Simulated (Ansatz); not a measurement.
# TiCo2: properties at the relaxed cell

One table from this session's results is given with a row withheld; the runs are named, their logs left out.

Method: DFT r2SCAN, scalar-relativistic, plane waves, PAW, in Ansatz 0.2.0.

1 further run of the same task is left out (set aside as unsound or not needed). Runs told in other sessions of the task aren't counted.

## The structure to begin with

Symmetry: Fd-3m, No. 227, cubic system. Conventional cell: a = 6.687 Å, b = 6.687 Å, c = 6.687 Å, α = 90.00°, β = 90.00°, γ = 90.00°. Ti (site symmetry -43m) is surrounded by 12 Co at 2.77 Å and 4 Ti at 2.90 Å. Around Co (site symmetry -3m) lie 6 Co at 2.36 Å and 6 Ti at 2.77 Å.

Coordinates:

```cif
data_structure
_symmetry_space_group_name_H-M 'P 1'
_symmetry_Int_Tables_number 1
_cell_length_a 4.7287
_cell_length_b 4.7287
_cell_length_c 4.7287
_cell_angle_alpha 60.000
_cell_angle_beta 60.000
_cell_angle_gamma 60.000
_cell_volume 74.77
loop_
_atom_site_label
_atom_site_type_symbol
_atom_site_fract_x
_atom_site_fract_y
_atom_site_fract_z
_atom_site_occupancy
Ti1 Ti 0.50000 0.50000 0.50000 1
Ti2 Ti 0.75000 0.75000 0.75000 1
Co1 Co 0.12500 0.12500 0.12500 1
Co2 Co 0.62500 0.12500 0.12500 1
Co3 Co 0.12500 0.12500 0.62500 1
Co4 Co 0.12500 0.62500 0.12500 1
```

It is the result of an earlier relaxation at this level (volume 12.46 Å³/atom; gap on the mesh: none (metal), site moments up to 1.5 μB).

The first run:

input.yaml

```yaml
crystal:
  lattice:
    - [0.0, 3.3099102594, 3.3099102594]
    - [3.3099102594, 0.0, 3.3099102594]
    - [3.3099102594, 3.3099102594, 0.0]
  atoms:
    - { symbol: Ti, position: [0.5, 0.5, 0.5], spin: -0.71 }
    - { symbol: Ti, position: [0.75, 0.75, 0.75], spin: -0.71 }
    - { symbol: Co, position: [0.125, 0.125, 0.125], spin: 1.69 }
    - { symbol: Co, position: [0.625, 0.125, 0.125], spin: 1.69 }
    - { symbol: Co, position: [0.125, 0.125, 0.625], spin: 1.69 }
    - { symbol: Co, position: [0.125, 0.625, 0.125], spin: 1.69 }
basis:
  ecutwfc: 500
kpoints:
  mp_grid: { grid: [10, 10, 10] }
hamiltonian:
  xc: r2scan
scf:
  occupations: { method: gaussian, width: 0.1 }
output:
  forces: true
  stress: true
  eigenvalues: true
  populations: true
magnetization:
  spin_polarized: true
```

Launch:

```
> ansatz run input.yaml --threads 1 --pin off --max-ram 2560MiB --backend cpu --events-out ev --progress --plain --runs-dir out
```

Steps of the session up to this table: Volume × 0.97; Volume × 1.03; Point at V/V0 = 0.94; The cell scaled to 1.06 of its volume; The cell scaled to 0.91 of its volume; Volume × 1.10.

One table of the session follows, with a row left open; its other results are not shown here.

It belongs to the step «Fit of the equation of state». 

| volume (Å³/atom) | energy above the lowest point (meV/atom) | pressure (GPa) | largest moment (μB) |
| --- | --- | --- | --- |
| 11.340 | 67.2 | 20.14 | 1.30 |
| 11.713 | 28.5 | 12.68 | 1.40 |
| 12.087 | ? | ? | ? |
| 12.461 | 0.0 | 0.00 | 1.54 |
| 12.835 | 6.0 | -4.99 | 1.59 |
| 13.209 | 22.7 | -9.20 | 1.65 |
| 13.707 | 58.9 | -13.80 | 1.71 |

Q: Estimate the row for volume (Å³/atom) = 12.087 from the others.

Worked estimate for «energy above the lowest point (meV/atom)». A straight line through the neighbours (11.713, 28.5) and (12.461, 0.0) gives 28.5 + (0.0 − 28.5) × (12.087 − 11.713) / (12.461 − 11.713) = 14.2; a parabola fitted to 4 rows on both sides gives 6.8.

The run gave: energy above the lowest point (meV/atom): 6.8; pressure (GPa): 5.87; largest moment (μB): 1.48. In «energy above the lowest point (meV/atom)» the line misses by +7.4 and the parabola by 0.0.

To keep in mind: Other magnetic orders or occupations could lie lower; they were not searched in full. Warnings in the runs' records: stability check not made.
